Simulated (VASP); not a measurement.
**VASP 6.6.1, PBE single-point calculation, MgS (strained zincblende)**

INCAR

```
ISIF = 2
IBRION = -1
LWAVE = .FALSE.
NELM = 120
LASPH = .TRUE.
ENCUT = 520
GGA = PE
LELF = .TRUE.
LREAL = .FALSE.
LCHARG = .TRUE.
NBANDS = 11
NSW = 0
EDIFF = 1E-7
SIGMA = 0.02
ISMEAR = -1
PREC = Accurate
```

KPOINTS

```
KPOINTS created by Atomic Simulation Environment
0
Gamma
8 8 8
0 0 0
```

KPOINTS_OPT

```
special points
6
Reciprocal
0.0000000000 0.0000000000 0.0000000000 1
-0.5000000000 -0.5000000000 0.0000000000 1
-0.3750000000 -0.3750000000 0.2500000000 1
-0.3750000000 0.0000000000 0.3750000000 1
0.0000000000 0.0000000000 0.5000000000 1
-0.5000000000 -0.2500000000 0.2500000000 1
```

POSCAR

```
Mg S
 1.0000000000000000
     0.0000000000000000    2.8308768411999998    2.9441119149000001
     2.8308768411999998    0.0000000000000000    2.9441119149000001
     2.8308768411999998    2.8308768411999998    0.0000000000000000
 Mg  S
   1   1
Cartesian
  0.0000000000000000  0.0000000000000000  0.0000000000000000
  1.4154384205999999  1.4154384205999999  1.4720559574500003
```

VASP ran with the recommended PBE PAW datasets (8 valence electrons in the cell).

Command

```
mpirun -np 1 vasp_std
```

From OUTCAR

```
k-points           NKPTS =     59   k-points in BZ     NKDIM =     59   number of bands    NBANDS=     11

   NELECT =       8.0000    total number of electrons

   dimension x,y,z NGX =    30 NGY =   30 NGZ =   30
   dimension x,y,z NGXF=    60 NGYF=   60 NGZF=   60

  energy-cutoff  :      520.00
  volume of cell :       47.19
      direct lattice vectors                 reciprocal lattice vectors
     0.000000000  2.830876841  2.944111915    -0.176623721  0.176623721  0.169830500
     2.830876841  0.000000000  2.944111915     0.176623721 -0.176623721  0.169830500
     2.830876841  2.830876841  0.000000000     0.176623721  0.176623721 -0.169830500

 k-points in reciprocal lattice and weights: KPOINTS created by Atomic Simulation Env
   0.00000000  0.00000000  0.00000000       0.002
   0.12500000  0.00000000  0.00000000       0.016
   0.25000000  0.00000000  0.00000000       0.016
   0.37500000  0.00000000  0.00000000       0.016
   0.50000000  0.00000000  0.00000000       0.008
   0.12500000  0.12500000  0.00000000       0.004
   0.25000000  0.12500000  0.00000000       0.016
   0.37500000  0.12500000  0.00000000       0.016
   ...

 E-fermi :   1.3054

 k-point     1 :       0.0000    0.0000    0.0000
  band No.  band energies     occupation
      1     -10.3152      2.00000
      2       0.7553      2.00000
      3       0.8643      2.00000
      4       0.8643      2.00000
      5       4.0853      0.00000
      6       8.6615      0.00000
      7       8.6893      0.00000
      8       8.6893      0.00000
      9      11.2328      0.00000
     10      11.8974      0.00000
     11      13.9532      0.00000

 k-point     2 :       0.1250    0.0000    0.0000
  band No.  band energies     occupation
      1     -10.2343      2.00000
      2       0.1656      2.00000
      3       0.7327      2.00000
      4       0.8228      2.00000
      5       4.7369      0.00000
      6       8.4653      0.00000
      7       8.8297      0.00000
      8       8.8736      0.00000
      9      10.8565      0.00000
     10      11.3803      0.00000
     11      13.7536      0.00000

 k-point     3 :       0.2500    0.0000    0.0000
  band No.  band energies     occupation
      1     -10.0259      2.00000
      2      -0.9560      2.00000
      3       0.5924      2.00000
      4       0.7289      2.00000
      5       5.6005      0.00000
      6       8.4083      0.00000
      7       8.8181      0.00000
      8       9.0207      0.00000
      9      11.0843      0.00000
     10      11.2312      0.00000
     11      12.9295      0.00000

 k-point     4 :       0.3750    0.0000    0.0000
  band No.  band energies     occupation
      1      -9.7947      2.00000
      2      -1.8368      2.00000
      3       0.4657      2.00000
      4       0.6425      2.00000
      5       5.8014      0.00000
      6       8.3973      0.00000
      7       8.7468      0.00000
      8       9.0074      0.00000
      9      12.3380      0.00000
     10      12.4022      0.00000
     11      12.9331      0.00000

 k-point     5 :       0.5000    0.0000    0.0000
  band No.  band energies     occupation
      1      -9.6906      2.00000
      2      -2.1691      2.00000
      3       0.4163      2.00000
      4       0.6087      2.00000
      5       5.7750      0.00000
      6       8.2571      0.00000
      7       8.5907      0.00000
      8       9.2466      0.00000
      9      13.3867      0.00000
     10      13.6862      0.00000
     11      13.9875      0.00000

 k-point     6 :       0.1250    0.1250    0.0000
  band No.  band energies     occupation
      1     -10.2132      2.00000
      2       0.1055      2.00000
      3       0.7082      2.00000
      4       0.7082      2.00000
      5       4.9261      0.00000
      6       8.1582      0.00000
      7       9.0992      0.00000
      8       9.0992      0.00000
      9       9.8265      0.00000
     10      12.1398      0.00000
     11      14.9373      0.00000

 k-point     7 :       0.2500    0.1250    0.0000
  band No.  band energies     occupation
      1     -10.0515      2.00000
      2      -0.6872      2.00000
      3       0.5295      2.00000
      4       0.5684      2.00000
      5       5.7438      0.00000
      6       7.8942      0.00000
      7       8.6944      0.00000
      8       9.4532      0.00000
      9      10.1313      0.00000
     10      12.1602      0.00000
     11      14.1923      0.00000

 k-point     8 :       0.3750    0.1250    0.0000
  band No.  band energies     occupation
      1      -9.8256      2.00000
      2      -1.5388      2.00000
      3       0.2737      2.00000
      4       0.4853      2.00000
      5       6.2288      0.00000
      6       7.7275      0.00000
      7       8.7658      0.00000
      8       9.3237      0.00000
      9      11.4103      0.00000
     10      12.9257      0.00000
     11      13.6319      0.00000

 k-point     9 :       0.5000    0.1250    0.0000
  band No.  band energies     occupation
      1      -9.6694      2.00000
      2      -2.0186      2.00000
      3       0.0576      2.00000
      4       0.4995      2.00000
      5       6.3165      0.00000
      6       7.5364      0.00000
      7       9.0098      0.00000
      8       9.4957      0.00000
      9      12.7072      0.00000
     10      13.7378      0.00000
     11      14.1269      0.00000

 k-point    10 :      -0.3750    0.1250    0.0000
  band No.  band energies     occupation
      1      -9.6968      2.00000
      2      -1.9268      2.00000
      3      -0.0150      2.00000
      4       0.6017      2.00000
      5       6.3556      0.00000
      6       7.7685      0.00000
      7       8.9347      0.00000
      8       9.2168      0.00000
      9      12.0259      0.00000
     10      13.3058      0.00000
     11      14.6108      0.00000

 k-point    11 :      -0.2500    0.1250    0.0000
  band No.  band energies     occupation
      1      -9.8863      2.00000
      2      -1.3046      2.00000
      3       0.0979      2.00000
      4       0.7400      2.00000
      5       6.2464      0.00000
      6       8.1511      0.00000
      7       8.5441      0.00000
      8       9.1515      0.00000
      9      10.6072      0.00000
     10      12.7976      0.00000
     11      13.5910      0.00000

 k-point    12 :      -0.1250    0.1250    0.0000
  band No.  band energies     occupation
      1     -10.1060      2.00000
      2      -0.4410      2.00000
      3       0.3889      2.00000
      4       0.8354      2.00000
      5       5.4939      0.00000
      6       8.0982      0.00000
      7       8.9940      0.00000
      8       9.0902      0.00000
      9      10.4461      0.00000
     10      11.5726      0.00000
     11      14.0120      0.00000

 k-point    13 :       0.2500    0.2500    0.0000
  band No.  band energies     occupation
      1      -9.9506      2.00000
      2      -0.9305      2.00000
      3       0.3707      2.00000
      4       0.3707      2.00000
      5       5.8286      0.00000
      6       7.3421      0.00000
      7       8.8426      0.00000
      8      10.1822      0.00000
      9      10.1822      0.00000
     10      12.8513      0.00000
     11      16.1169      0.00000

 k-point    14 :       0.3750    0.2500    0.0000
  band No.  band energies     occupation
      1      -9.7717      2.00000
      2      -1.4325      2.00000
      3       0.0478      2.00000
      4       0.2487      2.00000
      5       5.8718      0.00000
      6       7.3559      0.00000
      7       8.8308      0.00000
      8      10.4773      0.00000
      9      11.3424      0.00000
     10      13.5299      0.00000
     11      15.2436      0.00000

 k-point    15 :       0.5000    0.2500    0.0000
  band No.  band energies     occupation
      1      -9.6151      2.00000
      2      -1.7410      2.00000
      3      -0.4606      2.00000
      4       0.2590      2.00000
      5       6.0913      0.00000
      6       7.7612      0.00000
      7       9.0579      0.00000
      8      10.1526      0.00000
      9      12.1905      0.00000
     10      13.9311      0.00000
     11      14.9218      0.00000

 k-point    16 :      -0.3750    0.2500    0.0000
  band No.  band energies     occupation
      1      -9.5851      2.00000
      2      -1.7160      2.00000
      3      -0.7879      2.00000
      4       0.3961      2.00000
      5       6.5582      0.00000
      6       7.8063      0.00000
      7       9.2570      0.00000
      8       9.8042      0.00000
      9      12.1241      0.00000
     10      12.3315      0.00000
     11      15.2691      0.00000

 ...

  Total       -0.2733136     -0.2733136     -0.5726218      0.0000000     -0.0000000      0.0000000
  in kB       -9.2799496     -9.2799496    -19.4425029      0.0000000     -0.0000000      0.0000000
  external PRESSURE =     -12.6674674 kB  Pullay stress =       0.0000000 kB

 POSITION                                       TOTAL-FORCE (eV/Angst)
 -----------------------------------------------------------------------------------
      0.00000      0.00000      0.00000         0.000000      0.000000      0.000000
      1.41544      1.41544      1.47206        -0.000000     -0.000000     -0.000000
 -----------------------------------------------------------------------------------
    total drift:                               -0.000000     -0.000000      0.000000

  FREE ENERGIE OF THE ION-ELECTRON SYSTEM (eV)
  ---------------------------------------------------
  free  energy   TOTEN  =        -8.4650876725 eV

  energy  without entropy=       -8.4650876725  energy(sigma->0) =       -8.46508767
```

```
gap between bands v and c : 3.22 eV
least direct gap          : 3.22 eV
pressure                  : -1.3 GPa
```

Band v is the last that the valence electrons fill when counted band by band, and c is the next.

The run took about 24 s on one core of a shared host (Intel Xeon Platinum 8488C) and held 0.2 GiB at most.
